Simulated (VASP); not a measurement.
**A VASP 6.6.1 single-point calculation on Si**

INCAR

```
ISPIN = 2
IBRION = -1
PREC = Accurate
LWAVE = .FALSE.
LCHARG = .FALSE.
MAGMOM = 0.5 0.5
EDIFF = 1E-7
GGA = AM
NELM = 88
NSW = 0
LASPH = .TRUE.
NBANDS = 11
ISMEAR = 0
SIGMA = 0.01
ALGO = Normal
ENCUT = 520
ISIF = 2
LREAL = .FALSE.
```

KPOINTS

```
KPOINTS created by Atomic Simulation Environment
0
Gamma
8 8 8
0 0 0
```

POSCAR

```
Si
 1.0000000000000000
     0.0000000000000000    2.6948977067000000    2.6948977067000000
     2.6948977067000000    0.0000000000000000    2.6948977067000000
     2.6948977067000000    2.6948977067000000    0.0000000000000000
 Si
   2
Cartesian
  0.0000000000000000  0.0000000000000000  0.0000000000000000
  1.3474488533499998  1.3474488533499998  1.3474488533499998
```

The recommended PBE PAW datasets give the neutral cell 8 valence electrons.

Command

```
mpirun -np 1 vasp_std
```

OSZICAR

```
N       E                     dE             d eps       ncg     rms          rms(c)
DAV:   1     0.470582583055E+01    0.47058E+01   -0.30716E+03  1276   0.529E+02
DAV:   2    -0.108187023330E+02   -0.15525E+02   -0.14809E+02  1739   0.822E+01
DAV:   3    -0.112744700247E+02   -0.45577E+00   -0.45415E+00  1619   0.114E+01
DAV:   4    -0.112776510277E+02   -0.31810E-02   -0.31805E-02  1557   0.120E+00
DAV:   5    -0.112776806378E+02   -0.29610E-04   -0.29610E-04  1584   0.107E-01    0.567E+00
DAV:   6    -0.112435357367E+02    0.34145E-01   -0.87263E-02  1435   0.131E+00    0.328E+00
DAV:   7    -0.111574173218E+02    0.86118E-01   -0.98672E-02  1449   0.148E+00    0.125E+00
DAV:   8    -0.111866532028E+02   -0.29236E-01   -0.93568E-03  1446   0.577E-01    0.294E-01
DAV:   9    -0.111872125446E+02   -0.55934E-03   -0.49623E-04  1481   0.126E-01    0.113E-01
DAV:  10    -0.111877666047E+02   -0.55406E-03   -0.77265E-04  1416   0.137E-01    0.385E-02
DAV:  11    -0.111878246796E+02   -0.58075E-04   -0.84309E-05  1505   0.511E-02    0.306E-02
DAV:  12    -0.111878402254E+02   -0.15546E-04   -0.10746E-05  1504   0.190E-02    0.118E-02
DAV:  13    -0.111878455081E+02   -0.52827E-05   -0.84050E-06  1453   0.157E-02    0.334E-03
DAV:  14    -0.111878457949E+02   -0.28682E-06   -0.53561E-07  1484   0.387E-03    0.224E-03
DAV:  15    -0.111878458105E+02   -0.15563E-07   -0.13110E-08   905   0.789E-04
   1 F= -.11187846E+02 E0= -.11187846E+02  d E =-.160688E-11  mag=     0.0000
```

Standard output (part)

```
POSCAR found type information on POSCAR Si
 POSCAR found :  1 types and       2 ions
 LDA part: xc-table for (Slater+PW92), standard interpolation
 POSCAR, INCAR and KPOINTS ok, starting setup
 WAVECAR not read
 entering main loop
```

It converged. Results: pressure 2.6 GPa; magnetic moment of the cell 0.00 μB.

For comparison, a separate r²SCAN run of the intended cell, on usual settings and not on those above, gives a gap of 0.78 eV on its mesh and a pressure of 2.9 GPa.

The run above took about 19 s on one core of a shared host (Intel Xeon Platinum 8488C) and held 0.17 GiB at most.
